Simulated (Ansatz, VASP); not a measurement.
One calculation of Tl, two programs

Contents of INCAR:

```
SYSTEM = Tl
ALGO = Normal
EDIFF = 1E-6
EDIFFG = -0.005
ENCUT = 600
GGA = PE
IBRION = 2
ISIF = 3
ISMEAR = 0
IVDW = 12
LASPH = .TRUE.
LCHARG = .FALSE.
LREAL = .FALSE.
LWAVE = .FALSE.
NELM = 100
NSW = 100
PREC = Accurate
SIGMA = 0.1
```

Contents of KPOINTS:

```
k-points
0
G
  14 14 14
  0 0 0
```

Contents of POSCAR:

```
Tl
1.0
    0.0000000000      2.4663412330      2.4663412330
    2.4663412330      0.0000000000      2.4663412330
    2.4663412330      2.4663412330      0.0000000000
Tl
1
Direct
    0.0000000000      0.0000000000      0.0000000000
```

Input for Ansatz:

```yaml
crystal:
  lattice:
    - [0.0, 2.466341233, 2.466341233]
    - [2.466341233, 0.0, 2.466341233]
    - [2.466341233, 2.466341233, 0.0]
  atoms:
    - { symbol: Tl, position: [0.0, 0.0, 0.0] }
basis:
  ecutwfc: 420
kpoints:
  mp_grid: { grid: [14, 14, 14] }
hamiltonian:
  xc: pbe
  dispersion: d3bj
scf:
  occupations: { method: gaussian, width: 0.1 }
output:
  forces: true
  stress: true
  eigenvalues: true
relax:
  adjacent_minimum: "off"
  f_tol: 0.005
  max_steps: 80
  cell: { stress_tol: 0.05 }
```

This isn't the form of Tl at room conditions, which is hcp.

Alike in both runs: task relaxation of cell and atoms; functional PBE; dispersion D3(BJ); k mesh 14 × 14 × 14; occupations gaussian, width 0.1 eV; no spin polarisation.

|  | VASP | Ansatz |
| --- | --- | --- |
| version | VASP 6.6.1 | Ansatz 0.2.0 |
| potentials or method | VASP PAW PBE potentials, release 64 (Tl_d) | scalar-relativistic, plane waves, PAW |
| plane-wave cutoff (eV) | 600 | 420 |
| valence electrons in the cell | 13 | 13 |

```tsv
	VASP	Ansatz	Ansatz less VASP
gap on the k mesh at the Fermi level, each at its own relaxed structure (eV)	none	none	-
relaxed volume (Å³/atom)	29.37	29.35	-0.017
relaxed cell length with the largest relative difference (Å)	3.463	3.462	-0.0007
energy change over the relaxation (meV/atom)	-1	-1	0.0
```

A gap of «none» marks a metal or a gap that the smearing closes.

Caveats: pairwise dispersion overbinds metals, which lowers pressure and volume. The runs have no spin-orbit coupling, so splittings on Tl are missing.
